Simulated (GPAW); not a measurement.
Set up this calculation in GPAW 26.7.0, as an ASE script.

* Task: single point
* Functional: PBEsol
* Potentials or basis: PAW data sets generated in the run's folder for this functional
* Cutoff: 600 eV
* Basis: pw
* k mesh: 9 × 9 × 9
* Occupations: fermi-dirac, width 0.05 eV
* Spin: collinear spin, antiferromagnetic start
* Starting moments: [3.5, -2.5] μB
* Maxiter: 150

Crystal: TiCo.

```
CELL_PARAMETERS angstrom
2.98611 0.00000 0.00000
0.00000 2.98611 0.00000
0.00000 0.00000 2.98611
ATOMIC_POSITIONS crystal
Co 0.50000 0.50000 0.50000
Ti 0.00000 0.00000 0.00000
```

The cell comes from a database or a generator and needn't be the stable form of this composition.

The input as run:

run.py

```python
from ase import Atoms
from ase.dft.bandgap import bandgap
from ase.io import write
from ase.units import GPa
from gpaw import GPAW, PW, setup_paths

setup_paths.insert(0, '.')

atoms = Atoms(['Co', 'Ti'],
              cell=[[2.98611099, 0.0, 0.0],
                    [0.0, 2.98611099, 0.0],
                    [0.0, 0.0, 2.98611099]],
              scaled_positions=[[0.5, 0.5, 0.5],
                                [0.0, 0.0, 0.0]],
              pbc=True)
atoms.set_initial_magnetic_moments([3.5, -2.5])

calc = GPAW(mode=PW(600),
            xc='PBEsol',
            kpts={'size': (9, 9, 9), 'gamma': True},
            occupations={'name': 'fermi-dirac', 'width': 0.05},
            nbands=23,
            convergence={'density': 1e-05, 'energy': 1e-05},
            maxiter=150,
            txt='gpaw.txt')
atoms.calc = calc
energy = atoms.get_potential_energy()
forces = atoms.get_forces()
stress = atoms.get_stress()
calc.write('gs.gpw')
write('result.traj', atoms)
print(f'Energy: {energy:.6f} eV')
print('Forces (eV/A):')
print(forces.round(4))
print('Stress (GPa):', (stress / GPa).round(3))
print('Moments:', calc.get_magnetic_moments().round(3))
print('Fermi level:', round(calc.get_fermi_level(), 4), 'eV')
print(f'Gap: {bandgap(calc)[0]:.4f} eV, direct: {bandgap(calc, direct=True)[0]:.4f} eV')
```

Potentials or basis: PAW data sets generated in the run's folder for this functional, pw.

Launch:

```sh
$ gpaw-setup -f PBEsol Co Ti
$ OMP_NUM_THREADS=1 python run.py
```

Results of the run:

| Property | Result |
| --- | --- |
| Pressure | -8.5 GPa |
| Band gap on the k mesh | none (metal or under the smearing width) |
| Net moment | 0.71 μB per cell |
| Site moments | Co +0.77; Ti -0.02 μB |

Run time: 58 s on 1 thread of Arm Neoverse V1, with other jobs on the host, peak memory 0.17 GiB.
